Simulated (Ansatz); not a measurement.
## Ta$_{2}$N (P-3m1), work and stress of cleavage

Method: DFT PBE, scalar-relativistic, plane waves, PAW (Ansatz). Cutoff 420 eV, Γ-centred 17×17×5 k-points, Gaussian smearing of 0.15 eV. Spin–orbit coupling is left out, which can shift energies with elements as heavy as these. No spin polarisation. Energies are free energies at this smearing, counted from the undisturbed cell; pressure is positive in compression.

Zero of the scan (relaxed at this level; it needn't be the usual structure):

```
Ta N
1.0
    -3.10114    0.00000    0.00000
    -1.55057   -2.68567    0.00000
     0.00000    0.00000    9.76378
Ta N
4 2
Cartesian
  -3.1011 -1.7904 1.1956
  -3.1011 -1.7904 6.0775
  -1.5506 -0.8952 8.5682
  -1.5506 -0.8952 3.6863
  0.0000 0.0000 7.3228
  0.0000 0.0000 2.4409
```

The cut lies on the cell's a–b face, a (0 0 1) plane (indices in the standard cell, whose axes needn't be the Cartesian ones shown) of area 8.33 Å², between layers 2.39 Å apart. Vector c is lengthened by d along the normal with the atoms' Cartesian places fixed: one unrelaxed cut a cell. The traction is positive where the two halves pull on each other.

```csv
d (Å),energy (J/m²),traction (GPa)
-0.30,0.89,-67.2
0.00,0.00,-0.1
0.25,0.37,26.7
0.50,1.20,37.7
0.75,2.18,39.0
1.00,3.11,35.0
1.50,4.54,22.0
2.00,5.35,11.0
3.00,5.86,1.7
4.50,5.94,0.1
6.00,5.95,0.0
```

**Question.** What are the work of separation and the cleavage stress, and do they fit the universal binding curve?

**Answer.** The energy levels off near W ≈ 5.95 J/m² (the traction is down to 0.0 GPa), the energy of the two unrelaxed faces, 2.97 J/m² each on average. The largest sampled traction is 39.0 GPa at d = 0.75 Å, and a parabola through it and its two neighbours peaks at σ_max ≈ 39.2 GPa, d ≈ 0.69 Å. The curve E = W[1 − (1 + d/ℓ)exp(−d/ℓ)] peaks in traction at d = ℓ with σ_max = W/(eℓ); with 1 J/m² per Å = 10 GPa this W and σ_max give ℓ = 0.56 Å. A parabola through that curve at the same three d peaks at 0.52 Å, against 0.69 Å here, so the traction peaks further out than on that curve. Real crystals break at far lower stress, because cracks concentrate it, and on the plane of lowest W, which needn't be this one.

The cut is rigid; relaxing the faces lowers these energies and usually the stresses.

In a metal these slopes depend on the k mesh and the smearing.

Cost: 11 runs of about 9.2 core-minutes in all, on Intel Xeon Processor @ 2.50GHz (Skylake/Cascade Lake) (shared hosts).